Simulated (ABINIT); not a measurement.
# MgSi (Cmcm) in ABINIT: equation of state

How stiff is MgSi in PBEsol, and what volume does it want? The cell is scaled to several volumes.

All numbers are computed with ABINIT 10.8.3 (patched build); they aren't measurements. Logs are shortened: lines on timing, memory, paths and dates and some standing lists are left out, and cuts for length are marked. The log counts tension as positive stress, the text compression.

**1. The structure**

The structure is orthorhombic, space group Cmcm (No. 63). Conventional cell: a = 3.005 Å, b = 10.852 Å, c = 4.340 Å, α = 90.00°, β = 90.00°, γ = 90.00°. Si (site symmetry m2m) is surrounded by 4 Si at 2.66 to 3.01 Å and 7 Mg at 2.83 to 3.00 Å. Mg (site symmetry m2m) has 7 Si at 2.83 to 3.00 Å and 6 Mg at 3.01 to 3.18 Å as nearest neighbours.

The cell comes from a database or a generator and needn't be the stable form of this composition.

**2. Equation of state, PBEsol**

File run.abi:

```
ndtset 7
getwfk -1
scalecart1 3*0.9795861087
scalecart2 3*0.9864848297
scalecart3 3*0.9932883884
scalecart4 3*1.0000000000
scalecart5 3*1.0066227096
scalecart6 3*1.0131594038
scalecart7 3*1.0196128224

pp_dirpath "./"
pseudos "Si.GGA_PBE-JTH.xml, Mg.GGA_PBE-JTH.xml"

acell 3*1.0 Angstrom
rprim
     1.5025120000    -5.4260160000     0.0000000000
     1.5025120000     5.4260160000     0.0000000000
     0.0000000000     0.0000000000     4.3401780000
ntypat 2
znucl 14 12
natom 4
typat 1 1 2 2
xred
     0.5706380000     0.4293620000     0.7500000000
     0.4293620000     0.5706380000     0.2500000000
     0.1683810000     0.8316190000     0.2500000000
     0.8316190000     0.1683810000     0.7500000000
chkprim 0
chksymtnons 0
tolsym 1.0e-6

ecut 19.0
pawecutdg 38.0
pawxcdev 0

kptopt 1
ngkpt 9 9 6
nshiftk 1
shiftk 0.0 0.0 0.0

ixc -116133

nband 18
occopt 3
tsmear 0.05 eV

nstep 100
tolvrs 1.0e-9

iomode 3
prtwf 1
prtden 0
prteig 0
prtebands 0
enunit 2
```

Potentials or basis: JTH PAW PBE v2.0.

Run with:

```console
abinit run.abi > log 2>&1
```

run.abo:

```text
.Version 10.8.3 of ABINIT
 DATASET    1 : space group Cm c m (# 63); Bravais oC (1-face-center ortho.)
================================================================================
 Values of the parameters that define the memory need for DATASET  1.
     intxc =       0    ionmov =       0      iscf =      17    lmnmax =       8
     lnmax =       4     mgfft =      45  mpssoang =       2    mqgrid =    3001
     natom =       4  nloc_mem =       2    nspden =       1   nspinor =       1
    nsppol =       1      nsym =       8    n1xccc =       1    ntypat =       2
    occopt =       3   xclevel =       2
       mpw =        1806          nfft =       64800          nkpt =         100
 PAW method is used; the additional fine FFT grid is defined by:
   mgfftf=        60    nfftf =    172800
================================================================================
================================================================================
[... 71 lines left out ...]
 DATASET    7 : space group Cm c m (# 63); Bravais oC (1-face-center ortho.)
================================================================================
 Values of the parameters that define the memory need for DATASET  7.
     intxc =       0    ionmov =       0      iscf =      17    lmnmax =       8
     lnmax =       4     mgfft =      45  mpssoang =       2    mqgrid =    3001
     natom =       4  nloc_mem =       2    nspden =       1   nspinor =       1
    nsppol =       1      nsym =       8    n1xccc =       1    ntypat =       2
    occopt =       3   xclevel =       2
       mpw =        2028          nfft =       72900          nkpt =         100
 PAW method is used; the additional fine FFT grid is defined by:
   mgfftf=        64    nfftf =    196608
================================================================================
================================================================================

--------------------------------------------------------------------------------
------------- Echo of variables that govern the present computation ------------
--------------------------------------------------------------------------------
 -outvars: echo values of preprocessed input variables --------
            acell      1.8897261259E+00  1.8897261259E+00  1.8897261259E+00 Bohr
              amu      2.80855000E+01  2.43050000E+01
          chkprim           0
      chksymtnons           0
             ecut      1.90000000E+01 Hartree
           enunit           2
           getwfk          -1
                       outvar_i_n : Printing only first  50 k-points.
              ixc     -116133
           jdtset        1    2    3    4    5    6    7
                       outvar_i_n : Printing only first  50 k-points.
         kptrlatt        9    0    0      0    9    0      0    0    6
          kptrlen1     4.82059090E+01
          kptrlen2     4.85453984E+01
          kptrlen3     4.88802049E+01
          kptrlen4     4.92104865E+01
          kptrlen5     4.95363933E+01
          kptrlen6     4.98580672E+01
          kptrlen7     5.01756431E+01
            natom           4
[... 163 lines left out ...]
 Pseudopotential format is: paw10
 basis_size (lnmax)=  4 (lmn_size=  8), orbitals=   0   0   1   1
 Spheres core radius: rc_sph= 1.90944987
 Shapefunction is BESSEL type: shapef(r,l)=aa(1,l)*jl(q(1,l)*r)+aa(2,l)*jl(q(2,l)*r)
 Radius for shape functions =  1.60149249
 Compensation charge density is not taken into account in XC energy/potential

- pspini: atom type   2  psp file is ./Mg.GGA_PBE-JTH.xml
 Pseudopotential format is: paw10
 basis_size (lnmax)=  4 (lmn_size=  8), orbitals=   0   0   1   1
 Spheres core radius: rc_sph= 1.90157919
 Shapefunction is SIN type: shapef(r)=[sin(pi*r/rshp)/(pi*r/rshp)]**2
 Radius for shape functions =  1.70710089
 Compensation charge density is not taken into account in XC energy/potential

   9.14603764E+02                                ecore*ucvol(ha*bohr**3)
--------------------------------------------------------------------------------

================================================================================

--- !BeginCycle
iteration_state: {dtset: 1, }
solver: {iscf: 17, nstep: 100, nline: 4, wfoptalg: 10, }
tolerances: {tolvrs: 1.00E-09, }
...
[... 1433 lines left out ...]
-Cartesian components of stress tensor (GPa)         [Pressure= -4.5815E+00 GPa]
- sigma(1 1)=  4.60980471E+00  sigma(3 2)=  0.00000000E+00
- sigma(2 2)=  4.82487529E+00  sigma(3 1)=  0.00000000E+00
- sigma(3 3)=  4.30982058E+00  sigma(2 1)=  0.00000000E+00

== END DATASET(S) ==============================================================
================================================================================

 -outvars: echo values of variables after computation  --------
            acell      1.8897261259E+00  1.8897261259E+00  1.8897261259E+00 Bohr
           etotal1    -1.3482971646E+02
           etotal2    -1.3483037562E+02
           etotal3    -1.3483056084E+02
           etotal4    -1.3483032676E+02
           etotal5    -1.3482971423E+02
           etotal6    -1.3482875878E+02
           etotal7    -1.3482749814E+02
            fcart1    -2.3658512682E-19  3.1262112880E-03  1.2567861233E-29
                       2.3658512682E-19 -3.1262112880E-03 -1.2567861233E-29
                      -2.2262372917E-19  2.3577329844E-03  2.5135722466E-29
                       2.2262372917E-19 -2.3577329844E-03 -2.5135722466E-29
            fcart2     8.3807808192E-21  3.0991468360E-03 -1.8719956824E-29
                      -8.3807808192E-21 -3.0991468360E-03  6.2399856081E-30
                       3.2324340177E-19  2.6349082188E-03  1.8719956824E-29
                      -3.2324340177E-19 -2.6349082188E-03 -6.2399856081E-30
            fcart3     6.5381182572E-20  3.1280131148E-03  3.7183467834E-29
                      -6.5381182572E-20 -3.1280131148E-03 -6.1972446389E-29
[... 66 lines left out ...]
                       1.5025120000E+00  7.6656583642E-01  1.0850445000E+00
                       1.5025120000E+00  3.5987399998E+00  1.0850445000E+00
                       1.5025120000E+00 -3.5987399998E+00  3.2551335000E+00
           xangst5     1.5124627006E+00 -7.7164257934E-01  3.2766913039E+00
                       1.5124627006E+00  7.7164257934E-01  1.0922304346E+00
                       1.5124627006E+00  3.6225734098E+00  1.0922304346E+00
                       1.5124627006E+00 -3.6225734098E+00  3.2766913039E+00
           xangst6     1.5222841621E+00 -7.7665338580E-01  3.2979691161E+00
                       1.5222841621E+00  7.7665338580E-01  1.0993230387E+00
                       1.5222841621E+00  3.6460972726E+00  1.0993230387E+00
                       1.5222841621E+00 -3.6460972726E+00  3.2979691161E+00
           xangst7     1.5319805010E+00 -7.8160035602E-01  3.3189758552E+00
                       1.5319805010E+00  7.8160035602E-01  1.1063252851E+00
                       1.5319805010E+00  3.6693214483E+00  1.1063252851E+00
                       1.5319805010E+00 -3.6693214483E+00  3.3189758552E+00
             xred      5.7063800000E-01  4.2936200000E-01  7.5000000000E-01
                       4.2936200000E-01  5.7063800000E-01  2.5000000000E-01
                       1.6838100000E-01  8.3161900000E-01  2.5000000000E-01
                       8.3161900000E-01  1.6838100000E-01  7.5000000000E-01
 Calculation completed.
```

Run time: 20 min. Hardware: 1 thread of Arm Neoverse V2, shared host; peak memory 0.25 GiB.

Results:

```yaml
Equilibrium_volume: 17.31 Å³/atom
Bulk_modulus_at_fixed_shape_and_positions: 64 GPa
Pressure_derivative_of_the_bulk_modulus: 4.3
```

Energy against volume, from the lowest point:
| volume (Å³/atom) | energy (meV/atom) |
| --- | --- |
| 16.630 | 5.74 |
| 16.984 | 1.26 |
| 17.338 | 0.00 |
| 17.692 | 1.59 |
| 18.046 | 5.76 |
| 18.400 | 12.26 |
| 18.754 | 20.84 |

Caveat: pressures at fixed basis lie under the slope of the energies; the cell was scaled at fixed shape and fractional positions, which overstates the stiffness of a crystal with free parameters, most of all of layers and chains; the PAW data sets were made with another functional, which shifts forces and pressure a little.
